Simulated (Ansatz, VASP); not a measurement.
BaH in VASP and in Ansatz

```
CELL_PARAMETERS angstrom
-2.17079 2.17079 3.06938
2.17079 -2.17079 3.06938
2.17079 2.17079 -3.06938
ATOMIC_POSITIONS crystal
Ba 0.00000 0.00000 0.00000
H 0.25000 0.75000 0.50000
```

Change from the starting cell: species swapped into the AgI type (I-4m2, No. 119).

Alike in both runs: task relaxation of cell and atoms; functional PBE; k mesh 18 × 18 × 18; occupations gaussian, width 0.1 eV; no spin polarisation.

|  | VASP | Ansatz |
| --- | --- | --- |
| version | VASP 6.6.1 | Ansatz 0.2.0 |
| potentials or method | VASP PAW PBE potentials, release 64 (Ba_sv, H) | scalar-relativistic, plane waves, PAW |
| plane-wave cutoff (eV) | 600 | 420 |
| valence electrons in the cell | 11 | 11 |

|  | VASP | Ansatz | Ansatz less VASP |
| --- | --- | --- | --- |
| gap on the k mesh at the Fermi level, each at its own relaxed structure (eV) | none | none | - |
| relaxed volume (Å³/atom) | 29.39 | 28.93 | -0.465 |
| relaxed cell length with the largest relative difference (Å) | 4.364 | 4.341 | -0.0232 |

A gap of «none» marks a metal or a gap that the smearing closes.

Spin-orbit coupling is left out, which matters for the levels of Ba.
